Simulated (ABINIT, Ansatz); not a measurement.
# A GW run on MgO (Fm-3m) in ABINIT, with inputs changed

What do changed inputs do to GW on MgO (Fm-3m)?

Calculated with ABINIT 10.8.3; PBE and many-body steps on it, plane waves.

### 1. Starting point

Symmetry: Fm-3m, No. 225, cubic system. Conventional cell: a = 4.194 Å, b = 4.194 Å, c = 4.194 Å, α = 90.00°, β = 90.00°, γ = 90.00°. Nearest to Mg lie 6 O at 2.10 Å. O has 6 Mg at 2.10 Å nearest. Farther neighbours and most contacts between anions are not listed.

The cell and positions are those that the Materials Project relaxed with its own functionals (PBE, PBE+U or r2SCAN), kept fixed.

### 2. Screening, 8×8×8 mesh, 144 bands, screening to 283 eV

This step: ABINIT 10.8.3; RPA screening on PBE, plane waves, norm-conserving pseudopotentials.

The RPA dielectric matrix is built and inverted for each q.

run.abi reads:

```
acell 3*1.0 Angstrom
rprim 
  -0.000000000000 2.097001392700 2.097001392700
  2.097001392700 -0.000000000000 2.097001392700
  2.097001392700 2.097001392700 -0.000000000000
ntypat 2
znucl 12 8
natom 2
typat 1 2
xred 
  0.000000000000 0.000000000000 0.000000000000
  0.500000000000 0.500000000000 0.500000000000
pp_dirpath "pseudos"
pseudos "Mg.upf, O.upf"
ecut 38
ngkpt 8 8 8
nshiftk 1
shiftk 0 0 0
kptopt 1
chksymbreak 0
istwfk *1
occopt 1
irdwfk 1
optdriver 3
nband 144
ecuteps 10.4
inclvkb 2
awtr 1
symchi 1
indata_prefix "in"
outdata_prefix "out"
tmpdata_prefix "tmp"
```

Started as:

```sh
$ OMP_NUM_THREADS=1 mpirun -n 4 abinit run.abi > log
```

Log:

```text
.Version 10.8.3 of ABINIT. v10.8.2 released Aug 2026.

 Symmetries : space group Fm -3 m (#225); Bravais cF (face-center cubic)
[... echo of the input left out ...]
== DATASET  1 ==================================================================
-   mpi_nproc: 4, omp_nthreads: 1 (-1 if OMP is not activated)

--- !DatasetInfo
iteration_state: {dtset: 1, }
dimensions: {natom: 2, nkpt: 29, mband: 144, nsppol: 1, nspinor: 1, nspden: 1, mpw: 1411, }
cutoff_energies: {ecut:  38.0, pawecutdg:  -1.0, }
electrons: {nelect:   1.60000000E+01, charge:   0.00000000E+00, occopt:   1.00000000E+00, tsmear:   1.00000000E-02, }

 SCREENING: Calculation of the susceptibility and dielectric matrices

 Based on a program developped by R.W. Godby, V. Olevano, G. Onida, and L. Reining.
 Incorporated in ABINIT by V. Olevano, G.-M. Rignanese, and M. Torrent.
.Using double precision arithmetic ; gwpc =  8

[... cell and pseudopotentials left out ...]
--------------------------------------------------------------------------------

 ==== K-mesh for the wavefunctions ====
 Number of points in the irreducible wedge :    29
[... list of points left out ...]
 Together with 48 symmetry operations and time-reversal symmetry
 yields   512 points in the full Brillouin Zone.

 ==== Q-mesh for the screening function ====
 Number of points in the irreducible wedge :    29
[... list of points left out ...]
 Together with 48 symmetry operations and time-reversal symmetry
 yields   512 points in the full Brillouin Zone.

 setmesh: FFT mesh size selected  =    24x   24x   24
          total number of points  =        13824

 vcoul_init : cutoff-mode = AUXILIARY_FUNCTION
 q-points for optical limit:   1
     1)      0.000010    0.000020    0.000030

- screening: taking advantage of time-reversal symmetry
- Maximum band index for partially occupied states nbvw = 8
- Remaining bands to be divided among processors   nbcw = 136
- Number of bands treated by each node ~34

 Number of electrons calculated from density =   16.0000; Expected =   16.0000
 average of density, n =  0.128557
 r_s =    1.2291
 omega_plasma =   34.5863 [eV]

 calculating chi0 at frequencies [eV] :
  1    0.000000E+00    0.000000E+00
  2    0.000000E+00    3.458631E+01

--------------------------------------------------------------------------------
  q-point number  1        q = ( 0.000000, 0.000000, 0.000000) [r.l.u.]
--------------------------------------------------------------------------------
[... chi0 elements left out ...]
 For q-point:  0.000010 0.000020 0.000030
  dielectric constant =   3.0052
  dielectric constant without local fields =   3.2248

  Average fulfillment of the sum rule on Im[epsilon] for q-point    1 :     83.32  [%]
[... wings left out ...]
  q-point number  2        q = ( 0.125000, 0.000000, 0.000000) [r.l.u.]
--------------------------------------------------------------------------------
[... chi0 elements left out ...]
  Average fulfillment of the sum rule on Im[epsilon] for q-point    2 :     95.98  [%]

 [... 27 further q-points ...]
```

Run time: 8.9 min. Hardware: 4 MPI ranks of Arm Neoverse V1, shared host; peak memory 1.7 GiB; 36 min of CPU time.

This step gave:

```yaml
eps_infinity_with_local_fields_on_this_mesh_along_the_program_s_q_direction: 3.005
the_same_without_local_fields: 3.225
plasma_frequency: 34.59 eV
plane_waves_in_the_screening_matrix: 181
```

Local fields lower ε∞ by 7 %.

### 3. Base

The self-energy is evaluated for the states that the input lists, and the levels follow from it, in one-shot runs by the linearised quasiparticle equation.

This step: G0W0 on PBE, plane waves, norm-conserving pseudopotentials.

run.abi: that of step 2 with these lines changed.

```diff
@@ -23,8 +23,15 @@
 irdwfk 1
-optdriver 3
+optdriver 4
 nband 144
+gwcalctyp 0
+ecutsigx 38
+symsigma 1
+nkptgw 1
+kptgw 
+  0.0000000000 0.0000000000 0.0000000000
+bdgw 
+  6 12
 ecuteps 10.4
-inclvkb 2
-awtr 1
-symchi 1
+irdscr 1
+ppmodel 1
 indata_prefix "in"
```

Log:

```text
.Version 10.8.3 of ABINIT. v10.8.2 released Aug 2026.

 Symmetries : space group Fm -3 m (#225); Bravais cF (face-center cubic)
[... echo of the input left out ...]
== DATASET  1 ==================================================================
-   mpi_nproc: 4, omp_nthreads: 1 (-1 if OMP is not activated)

--- !DatasetInfo
iteration_state: {dtset: 1, }
dimensions: {natom: 2, nkpt: 29, mband: 144, nsppol: 1, nspinor: 1, nspden: 1, mpw: 1411, }
cutoff_energies: {ecut:  38.0, pawecutdg:  -1.0, }
electrons: {nelect:   1.60000000E+01, charge:   0.00000000E+00, occopt:   1.00000000E+00, tsmear:   1.00000000E-02, }

 SIGMA: Calculation of the GW corrections

 Based on a program developped by R.W. Godby, V. Olevano, G. Onida, and L. Reining.
 Incorporated in ABINIT by V. Olevano, G.-M. Rignanese, and M. Torrent.
.Using double precision arithmetic ; gwpc =  8

[... cell and pseudopotentials left out ...]
--------------------------------------------------------------------------------

 ==== K-mesh for the wavefunctions ====
 Number of points in the irreducible wedge :    29
[... list of points left out ...]
 Together with 48 symmetry operations and time-reversal symmetry
 yields   512 points in the full Brillouin Zone.

 ==== Q-mesh for screening function ====
 Number of points in the irreducible wedge :    29
[... list of points left out ...]
 Together with 48 symmetry operations and time-reversal symmetry
 yields   512 points in the full Brillouin Zone.

 vcoul_init : cutoff-mode = AUXILIARY_FUNCTION
 q-points for optical limit:   1
     1)      0.000010    0.000020    0.000030
 setmesh: FFT mesh size selected  =    32x   32x   32
          total number of points  =        32768

 Number of electrons calculated from density =   16.0000; Expected =   16.0000
 average of density, n =  0.128557
 r_s =    1.2291
 omega_plasma =   34.5863 [eV]

 === KS Band Gaps ===
  >>>> For spin  1
   Minimum direct gap =   4.8948 [eV], located at k-point      :   0.0000  0.0000  0.0000
   Fundamental gap    =   4.8948 [eV], Top of valence bands at :   0.0000  0.0000  0.0000
                                       Bottom of conduction at :   0.0000  0.0000  0.0000
 SIGMA fundamental parameters:
 PLASMON POLE MODEL  1
 number of plane-waves for SigmaX                 1411
 number of plane-waves for SigmaC and W            181
 number of plane-waves for wavefunctions          1411
 number of bands                                   144
 number of independent spin polarizations            1
 number of spinorial components                      1
 number of k-points in IBZ                          29
 number of q-points in IBZ                          29
 number of symmetry operations                      48
 number of k-points in BZ                          512
 number of q-points in BZ                          512
 number of frequencies for dSigma/dE                 9
 frequency step for dSigma/dE [eV]                0.25
 number of omega for Sigma on real axis              0
 max omega for Sigma on real axis  [eV]           0.00
 zcut for avoiding poles [eV]                     0.10

 EPSILON^-1 parameters (SCR file):
 dimension of the eps^-1 matrix on file            181
 dimension of the eps^-1 matrix used               181
 number of plane-waves for wavefunctions          1411
 number of bands                                   144
 number of q-points in IBZ                          29
 number of frequencies                               2
 number of real frequencies                          1
 number of imag frequencies                          1

 matrix elements of self-energy operator (all in [eV])

 Perturbative Calculation

--- !SelfEnergy_ee
iteration_state: {dtset: 1, }
kpoint     : [   0.000,    0.000,    0.000, ]
spin       : 1
KS_gap     :    4.895
QP_gap     :    7.247
Delta_QP_KS:    2.352
data: !SigmaeeData |
     Band     E0 <VxcDFT>   SigX SigC(E0)      Z dSigC/dE  Sig(E)    E-E0       E
        6   4.841 -20.153 -25.628   3.615   0.808  -0.238 -21.655  -1.502   3.339
        7   4.841 -20.153 -25.628   3.615   0.808  -0.238 -21.655  -1.502   3.339
        8   4.841 -20.153 -25.628   3.615   0.808  -0.238 -21.655  -1.502   3.339
        9   9.736 -13.562  -8.990  -3.578   0.855  -0.170 -12.712   0.850  10.586
       10  20.877  -9.643  -3.733  -4.674   0.865  -0.156  -8.574   1.069  21.946
       11  20.877  -9.643  -3.733  -4.674   0.865  -0.156  -8.574   1.069  21.946
       12  20.877  -9.643  -3.733  -4.674   0.865  -0.156  -8.574   1.069  21.946

== END DATASET(S) ==============================================================
================================================================================

 -outvars: echo values of variables after computation  --------
           etotal      0.0000000000E+00
            nband         144
             nkpt          29
          spgroup         225
 [... the other variables as echoed above ...]

 Calculation completed.
```

Elapsed: 15 s, on 4 MPI ranks; peak memory 1.4 GiB.

Numbers from this step:

```yaml
g0w0_gap_on_the_points_computed: 7.247 eV
starting_gap_on_the_mesh: 4.895 eV
k_of_the_valence_top: 0, 0, 0
k_of_the_conduction_bottom: 0, 0, 0
z_at_the_valence_top: 0.808
z_at_the_conduction_bottom: 0.855
least_direct_g0w0_gap_on_the_computed_points: 7.247 eV
```

The gap on the mesh goes from 4.89 eV to 7.25 eV, a correction of +2.35 eV.

### 4. No symmetry in the self-energy

run.abi: that of step 3 with these lines changed.

```diff
@@ -27,3 +27,3 @@
 ecutsigx 38
-symsigma 1
+symsigma 0
 nkptgw 1
```

Log:

```text
.Version 10.8.3 of ABINIT. v10.8.2 released Aug 2026.

 Symmetries : space group Fm -3 m (#225); Bravais cF (face-center cubic)
[... echo of the input left out ...]
== DATASET  1 ==================================================================
-   mpi_nproc: 4, omp_nthreads: 1 (-1 if OMP is not activated)

--- !DatasetInfo
iteration_state: {dtset: 1, }
dimensions: {natom: 2, nkpt: 29, mband: 144, nsppol: 1, nspinor: 1, nspden: 1, mpw: 1411, }
cutoff_energies: {ecut:  38.0, pawecutdg:  -1.0, }
electrons: {nelect:   1.60000000E+01, charge:   0.00000000E+00, occopt:   1.00000000E+00, tsmear:   1.00000000E-02, }

 SIGMA: Calculation of the GW corrections

 Based on a program developped by R.W. Godby, V. Olevano, G. Onida, and L. Reining.
 Incorporated in ABINIT by V. Olevano, G.-M. Rignanese, and M. Torrent.
.Using double precision arithmetic ; gwpc =  8

[... cell and pseudopotentials left out ...]
--------------------------------------------------------------------------------

 ==== K-mesh for the wavefunctions ====
 Number of points in the irreducible wedge :    29
[... list of points left out ...]
 Together with 48 symmetry operations and time-reversal symmetry
 yields   512 points in the full Brillouin Zone.

 ==== Q-mesh for screening function ====
 Number of points in the irreducible wedge :    29
[... list of points left out ...]
 Together with 48 symmetry operations and time-reversal symmetry
 yields   512 points in the full Brillouin Zone.

 vcoul_init : cutoff-mode = AUXILIARY_FUNCTION
 q-points for optical limit:   1
     1)      0.000010    0.000020    0.000030
 setmesh: FFT mesh size selected  =    32x   32x   32
          total number of points  =        32768

 Number of electrons calculated from density =   16.0000; Expected =   16.0000
[...]
number of q-points in BZ                          512
 number of frequencies for dSigma/dE                 9
 frequency step for dSigma/dE [eV]                0.25
 number of omega for Sigma on real axis              0
 max omega for Sigma on real axis  [eV]           0.00
 zcut for avoiding poles [eV]                     0.10

 EPSILON^-1 parameters (SCR file):
 dimension of the eps^-1 matrix on file            181
 dimension of the eps^-1 matrix used               181
 number of plane-waves for wavefunctions          1411
 number of bands                                   144
 number of q-points in IBZ                          29
 number of frequencies                               2
 number of real frequencies                          1
 number of imag frequencies                          1

 matrix elements of self-energy operator (all in [eV])

 Perturbative Calculation

--- !SelfEnergy_ee
iteration_state: {dtset: 1, }
kpoint     : [   0.000,    0.000,    0.000, ]
spin       : 1
KS_gap     :    4.895
QP_gap     :    7.247
Delta_QP_KS:    2.352
data: !SigmaeeData |
     Band     E0 <VxcDFT>   SigX SigC(E0)      Z dSigC/dE  Sig(E)    E-E0       E
        6   4.841 -20.153 -25.628   3.615   0.808  -0.238 -21.655  -1.502   3.339
        7   4.841 -20.153 -25.628   3.615   0.808  -0.238 -21.655  -1.502   3.339
        8   4.841 -20.153 -25.628   3.615   0.808  -0.238 -21.655  -1.502   3.339
        9   9.736 -13.562  -8.990  -3.578   0.855  -0.170 -12.712   0.850  10.586
       10  20.877  -9.643  -3.733  -4.673   0.865  -0.156  -8.574   1.069  21.946
       11  20.877  -9.643  -3.733  -4.675   0.865  -0.156  -8.575   1.069  21.946
       12  20.877  -9.643  -3.733  -4.674   0.865  -0.156  -8.574   1.069  21.946

== END DATASET(S) ==============================================================
================================================================================

 -outvars: echo values of variables after computation  --------
           etotal      0.0000000000E+00
            nband         144
             nkpt          29
          spgroup         225
 [... the other variables as echoed above ...]

 Calculation completed.
```

Run time: 3.7 min. Hardware: 4 MPI ranks; peak memory 1.6 GiB.

This step gave:

| Property | Result |
| --- | --- |
| G0W0 gap on the points computed | 7.247 eV |
| starting gap on the mesh | 4.895 eV |
| k of the valence top | 0, 0, 0 |
| k of the conduction bottom | 0, 0, 0 |
| Z at the valence top | 0.808 |
| Z at the conduction bottom | 0.855 |
| least direct G0W0 gap on the computed points | 7.247 eV |

Against G0W0 in ABINIT (8×8×8 mesh, 144 bands, screening to 283 eV, Godby-Needs plasmon pole), the gap moves by +0.000 eV.

### 5. Exchange cutoff of one hartree

run.abi: that of step 4 with these lines changed.

```diff
@@ -26,4 +26,4 @@
 gwcalctyp 0
-ecutsigx 38
-symsigma 0
+ecutsigx 1
+symsigma 1
 nkptgw 1
```

Log:

```text
.Version 10.8.3 of ABINIT. v10.8.2 released Aug 2026.

 Symmetries : space group Fm -3 m (#225); Bravais cF (face-center cubic)
[... echo of the input left out ...]
== DATASET  1 ==================================================================
-   mpi_nproc: 4, omp_nthreads: 1 (-1 if OMP is not activated)

--- !DatasetInfo
iteration_state: {dtset: 1, }
dimensions: {natom: 2, nkpt: 29, mband: 144, nsppol: 1, nspinor: 1, nspden: 1, mpw: 1411, }
cutoff_energies: {ecut:  38.0, pawecutdg:  -1.0, }
electrons: {nelect:   1.60000000E+01, charge:   0.00000000E+00, occopt:   1.00000000E+00, tsmear:   1.00000000E-02, }

 SIGMA: Calculation of the GW corrections

 Based on a program developped by R.W. Godby, V. Olevano, G. Onida, and L. Reining.
 Incorporated in ABINIT by V. Olevano, G.-M. Rignanese, and M. Torrent.
.Using double precision arithmetic ; gwpc =  8

[... cell and pseudopotentials left out ...]
--------------------------------------------------------------------------------

 ==== K-mesh for the wavefunctions ====
 Number of points in the irreducible wedge :    29
[... list of points left out ...]
 Together with 48 symmetry operations and time-reversal symmetry
 yields   512 points in the full Brillouin Zone.

 ==== Q-mesh for screening function ====
 Number of points in the irreducible wedge :    29
[... list of points left out ...]
 Together with 48 symmetry operations and time-reversal symmetry
 yields   512 points in the full Brillouin Zone.

 vcoul_init : cutoff-mode = AUXILIARY_FUNCTION
 q-points for optical limit:   1
     1)      0.000010    0.000020    0.000030
 setmesh: FFT mesh size selected  =    18x   18x   18
          total number of points  =         5832

 Number of electrons calculated from density =   16.0000; Expected =   16.0000
[...]
number of q-points in BZ                          512
 number of frequencies for dSigma/dE                 9
 frequency step for dSigma/dE [eV]                0.25
 number of omega for Sigma on real axis              0
 max omega for Sigma on real axis  [eV]           0.00
 zcut for avoiding poles [eV]                     0.10

 EPSILON^-1 parameters (SCR file):
 dimension of the eps^-1 matrix on file            181
 dimension of the eps^-1 matrix used                 9
 number of plane-waves for wavefunctions          1411
 number of bands                                   144
 number of q-points in IBZ                          29
 number of frequencies                               2
 number of real frequencies                          1
 number of imag frequencies                          1

 matrix elements of self-energy operator (all in [eV])

 Perturbative Calculation

--- !SelfEnergy_ee
iteration_state: {dtset: 1, }
kpoint     : [   0.000,    0.000,    0.000, ]
spin       : 1
KS_gap     :    4.895
QP_gap     :    4.955
Delta_QP_KS:    0.060
data: !SigmaeeData |
     Band     E0 <VxcDFT>   SigX SigC(E0)      Z dSigC/dE  Sig(E)    E-E0       E
        6   4.841 -20.153 -17.230   3.411   0.861  -0.161 -14.698   5.455  10.296
        7   4.841 -20.153 -17.230   3.411   0.861  -0.161 -14.698   5.455  10.296
        8   4.841 -20.153 -17.230   3.411   0.861  -0.161 -14.698   5.455  10.296
        9   9.736 -13.562  -3.822  -3.459   0.878  -0.139  -8.047   5.515  15.251
       10  20.877  -9.643  -2.244  -4.176   0.874  -0.145  -6.827   2.816  23.693
       11  20.877  -9.643  -2.244  -4.176   0.874  -0.145  -6.827   2.816  23.693
       12  20.877  -9.643  -2.244  -4.176   0.874  -0.145  -6.827   2.816  23.693

== END DATASET(S) ==============================================================
================================================================================

 -outvars: echo values of variables after computation  --------
           etotal      0.0000000000E+00
            nband         144
             nkpt          29
          spgroup         225
 [... the other variables as echoed above ...]

 Calculation completed.
```

Run time: 3.1 s. Hardware: 4 MPI ranks; peak memory 0.4 GiB; 12 s of CPU time.

The run ended normally, though the input holds a fault or crude settings.

The fault put into this input: exchange cutoff of one hartree. It printed a gap of 4.96 eV, an artefact of the input.

### 6. Side by side

Times are wall times on 4 MPI ranks of Arm Neoverse V1, shared host, good to a factor of about two. A run's time includes the screening step that it read.

| run | mesh | bands | screening cutoff (eV) | DFT gap (eV) | gap on the mesh (eV) | direct (eV) | ε∞ used | time |
| --- | --- | --- | --- | --- | --- | --- | --- | --- |
| base | 8×8×8 | 144 | 283 | 4.895 | 7.247 | 7.247 | 3.01 | 9.1 min |
| no symmetry in the self-energy | 8×8×8 | 144 | 283 | 4.895 | 7.247 | 7.247 | 3.01 | 13 min |

### 7. Outcome

```yaml
base: 7.247 eV
no_symmetry_in_the_self_energy: 7.247 eV
known_limits: not at the basis limit
```

**Reading.** No symmetry in the self-energy: no change against base (keys changed: symsigma). Bands and cutoff are finite, so the gap is not at the basis limit. The miss can reach some tenths of an eV and take either sign; the mesh is an error of its own. In the G0W0 runs levels were corrected at 1 k point alone, so a gap called «on the mesh» is the least over those, and an edge elsewhere would be missed.

[Paths, hosts, dates, memory and timing lines, banners, echoed tables and standing remarks are left out of the program output.]

[Logs are printed without paths, hosts, clocks, repeated set-up lines and the standing remarks that a program may print on its own settings, such as how far it seeks lower states.]

[Runs of the session that timed out or met a known fault of the program may be left out.]

[Hosts, paths, dates, database ids (printed as entryN), source tags and the programs' standing remarks are cut or masked in the printed files.]

[G0W0 gaps are taken among the corrected bands and points alone; a level outside them can change the order at an edge.]

[Where Ansatz stands beside ABINIT at settings called matched, ABINIT's density can come from a denser mesh and the files from another edition; pairs whose starting gaps differed by over 0.03 eV were left out, so agreement reads better than it is.]
